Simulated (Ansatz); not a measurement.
## ZnF₂

The computed numbers are results of PBEsol, scalar-relativistic (no spin polarisation) in the plane-wave PAW code Ansatz at 420 eV, Γ-centred 6×6×10 mesh; PAW files: Ansatz's generated set soft_2.

```yaml
crystal:
  lattice:
    - [4.71778, 0.00000, 0.00000]
    - [0.00000, 4.71778, 0.00000]
    - [0.00000, 0.00000, 3.12845]
  atoms:
    - { symbol: Zn, position: [0.00000, 0.00000, 0.00000] }
    - { symbol: Zn, position: [0.50000, 0.50000, 0.50000] }
    - { symbol: F, position: [0.30386, 0.30386, 0.00000] }
    - { symbol: F, position: [0.19614, 0.80386, 0.50000] }
    - { symbol: F, position: [0.69614, 0.69614, 0.00000] }
    - { symbol: F, position: [0.80386, 0.19614, 0.50000] }
```

The chain of runs began from a measured cell (COD), expanded in volume.

Task: What is the high-frequency dielectric tensor ε∞ (density-functional perturbation theory, local fields included)?

Result: 
```
2.57 0.00 0.00
0.00 2.57 0.00
0.00 0.00 2.68
```

Task: What is the static dielectric tensor, the lattice's part included?

Result: 
```
8.80 0.00 0.00
0.00 8.80 0.00
0.00 0.00 6.75
```

Task: Give the Born effective charges (a third of the trace, site by site).

Result: Zn 2.30; F -1.15 e.

Task: List the optical modes at the zone centre without the LO–TO term, with degeneracy and infrared intensity.

Result: 
```json
{"ω (cm⁻¹)": "63", "degeneracy": "1", "IR intensity ((D/Å)²/u)": "0.00"}
{"ω (cm⁻¹)": "115", "degeneracy": "1", "IR intensity ((D/Å)²/u)": "0.00"}
{"ω (cm⁻¹)": "161", "degeneracy": "2", "IR intensity ((D/Å)²/u)": "7.92"}
{"ω (cm⁻¹)": "238", "degeneracy": "2", "IR intensity ((D/Å)²/u)": "0.59"}
{"ω (cm⁻¹)": "239", "degeneracy": "2", "IR intensity ((D/Å)²/u)": "0.00"}
{"ω (cm⁻¹)": "239", "degeneracy": "1", "IR intensity ((D/Å)²/u)": "0.00"}
{"ω (cm⁻¹)": "292", "degeneracy": "1", "IR intensity ((D/Å)²/u)": "11.35"}
{"ω (cm⁻¹)": "329", "degeneracy": "1", "IR intensity ((D/Å)²/u)": "0.00"}
{"ω (cm⁻¹)": "352", "degeneracy": "1", "IR intensity ((D/Å)²/u)": "0.00"}
{"ω (cm⁻¹)": "373", "degeneracy": "2", "IR intensity ((D/Å)²/u)": "12.58"}
{"ω (cm⁻¹)": "504", "degeneracy": "1", "IR intensity ((D/Å)²/u)": "0.00"}
```

Task: Where do the optical modes lie for q → 0 along (0.00, 1.00, 0.00), with the long-range field?

Result: 63, 115, 161, 218, 238, 239 (×2), 239, 249, 292, 329, 352, 373, 488, 504 cm⁻¹.

Task: Sketch the imaginary part of the dielectric function for independent particles (no excitons, no local fields), averaged over directions.

Result: On a grid of 0.25 eV up to 12 eV it peaks at 10.75 eV with ε2 = 2.0; the gap on the mesh is 3.45 eV, and the smallest direct one, where absorption can begin, 3.45 eV.
```json
{"ħω (eV)": "0.00", "ε2": "0.00"}
{"ħω (eV)": "0.50", "ε2": "0.00"}
{"ħω (eV)": "1.00", "ε2": "0.00"}
{"ħω (eV)": "1.50", "ε2": "0.00"}
{"ħω (eV)": "2.00", "ε2": "0.00"}
{"ħω (eV)": "2.50", "ε2": "0.00"}
{"ħω (eV)": "3.00", "ε2": "0.00"}
{"ħω (eV)": "3.50", "ε2": "0.00"}
{"ħω (eV)": "4.00", "ε2": "0.03"}
{"ħω (eV)": "4.50", "ε2": "0.07"}
{"ħω (eV)": "5.00", "ε2": "0.28"}
{"ħω (eV)": "5.50", "ε2": "0.73"}
{"ħω (eV)": "6.00", "ε2": "1.04"}
{"ħω (eV)": "6.50", "ε2": "1.15"}
{"ħω (eV)": "7.00", "ε2": "1.26"}
{"ħω (eV)": "7.50", "ε2": "1.37"}
{"ħω (eV)": "8.00", "ε2": "1.57"}
{"ħω (eV)": "8.50", "ε2": "1.66"}
{"ħω (eV)": "9.00", "ε2": "1.20"}
{"ħω (eV)": "9.50", "ε2": "1.26"}
{"ħω (eV)": "10.00", "ε2": "1.46"}
{"ħω (eV)": "10.50", "ε2": "1.88"}
{"ħω (eV)": "11.00", "ε2": "1.98"}
{"ħω (eV)": "11.50", "ε2": "1.39"}
{"ħω (eV)": "12.00", "ε2": "1.44"}
```

The principal values of ε∞, 2.57, 2.68, give refractive indices of 1.60, 1.64 below the gap, so the crystal is birefringent.

The mean Born charge of Zn is 2.30 against a formal +2. It exceeds the formal charge because moving the ion changes its mixing with the anions' p states, and electrons flow along the bond.

Semilocal functionals make the gap too small and so ε∞ somewhat too large.
